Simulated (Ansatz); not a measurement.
C: stiffness from a series of strains

```yaml
crystal:
  lattice:
    - [0.00000, 2.12700, 3.34800]
    - [1.22800, 0.00000, 3.34800]
    - [1.22800, 2.12700, 0.00000]
  atoms:
    - { symbol: C, position: [0.16667, 0.83333, 0.16667] }
    - { symbol: C, position: [0.83333, 0.16667, 0.83333] }
```

Atoms are numbered in the order listed.

The cell is COD entry 9000046, as deposited and not checked against the literature; nothing was relaxed.

All numbers below come from DFT, PBE, all-electron LAPW, scalar-relativistic in Ansatz 0.2.0.

Settings: a Γ-centred 18×18×18 k mesh, Fermi–Dirac smearing of 0.05 eV, basis error target 0.25 meV/atom, no spin polarisation.

The strain is applied along the Cartesian axes of the cell as listed (the other components stay zero). Fractional coordinates are held (clamped ions).

σ is the change of stress from the unstrained cell, which is at 4.53 GPa; tension is positive, so slopes are stress–strain coefficients at that pressure. In a metal the k mesh adds noise.

Only quantities that a quadratic follows smoothly over the whole series are listed; rougher ones are left out.

```tsv
εxx = εyy	σzz (GPa)	σxx (GPa)
-0.0300	0.05	-44.54
-0.0200	0.03	-28.29
-0.0100	0.01	-13.48
0.0000	0.00	0.00
0.0200	-0.01	23.34
0.0300	-0.02	33.38
```

Problem. Fit the series and read off the stiffness at zero strain.

Solution. Least-squares fits y = p0 + p1 x + p2 x² to the rows give σzz (GPa): p1 = -1.1, p2 = 18; σxx (GPa): p1 = 1300, p2 = -6200. So C13 + C23 = -1 GPa and C11 + C12 = 1296 GPa, for these axes.

Problem. One run, at εxx = εyy = 0.0100, is withheld. Predict its row.

Solution. The fits give -0.01, 12.38; the run gave -0.01, 12.24.
